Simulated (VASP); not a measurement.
# BN in VASP 6.6.1, single-point calculation

INCAR

```
NSW = 0
PREC = Accurate
LASPH = .TRUE.
SIGMA = 0.02
MAXMIX = 40
IBRION = -1
EDIFF = 1E-7
LWAVE = .FALSE.
NBANDS = 11
LREAL = .FALSE.
LCHARG = .FALSE.
NELM = 120
ISIF = 2
ISMEAR = -1
ENCUT = 520
GGA = RP
```

KPOINTS

```
KPOINTS created by Atomic Simulation Environment
0
Gamma
12 12 12
0 0 0
```

POSCAR

```
B  N
 1.0000000000000000
     0.0000000000000000    1.6585346381999999    1.8979228895000000
     1.6585346381999999    0.0000000000000000    1.8979228895000000
     1.6585346381999999    1.6585346381999999    0.0000000000000000
 B   N
   1   1
Cartesian
  0.0000000000000000  0.0000000000000000  0.0000000000000000
  1.6585346381999999  1.6585346381999999  1.8979228895000004
```

The recommended PBE PAW datasets give the neutral cell 8 valence electrons.

Command

```
mpirun -np 1 vasp_std
```

How does this run end, and what does it give?

It converged. Results: gap between bands v and c on the k mesh -0.10 eV (bands overlap: a metal); least direct gap on the k mesh 3.54 eV; pressure 28.6 GPa. Band v is the last that the valence electrons fill when counted band by band, and c is the next.

OSZICAR

```
N       E                     dE             d eps       ncg     rms          rms(c)
DAV:   1     0.133534917847E+02    0.13353E+02   -0.50702E+03  3702   0.736E+02
DAV:   2    -0.134013641989E+02   -0.26755E+02   -0.25512E+02  4272   0.160E+02
DAV:   3    -0.138976435704E+02   -0.49628E+00   -0.49515E+00  4269   0.185E+01
DAV:   4    -0.138981142032E+02   -0.47063E-03   -0.47062E-03  4015   0.612E-01
DAV:   5    -0.138981144316E+02   -0.22836E-06   -0.22836E-06  4222   0.142E-02    0.668E+00
DAV:   6    -0.129870857352E+02    0.91103E+00   -0.40555E+00  3895   0.108E+01    0.263E+00
DAV:   7    -0.129877229367E+02   -0.63720E-03   -0.10930E-01  4117   0.266E+00    0.173E+00
DAV:   8    -0.129922200765E+02   -0.44971E-02   -0.12636E-02  3883   0.822E-01    0.226E-01
DAV:   9    -0.129918951957E+02    0.32488E-03   -0.14179E-03  3994   0.221E-01    0.518E-02
DAV:  10    -0.129919265916E+02   -0.31396E-04   -0.64216E-05  3901   0.714E-02    0.601E-03
DAV:  11    -0.129919265585E+02    0.33095E-07   -0.14384E-06  4224   0.973E-03    0.346E-03
DAV:  12    -0.129919270177E+02   -0.45918E-06   -0.13894E-07  3848   0.369E-03    0.215E-04
DAV:  13    -0.129919270097E+02    0.79652E-08   -0.11942E-09  2048   0.303E-04
   1 F= -.12991927E+02 E0= -.12991910E+02  d E =-.331388E-04
```

For comparison, a separate PBE run of the intended cell, on usual settings and not on those above, gives a gap of -0.06 eV on its mesh and a pressure of 22.8 GPa.
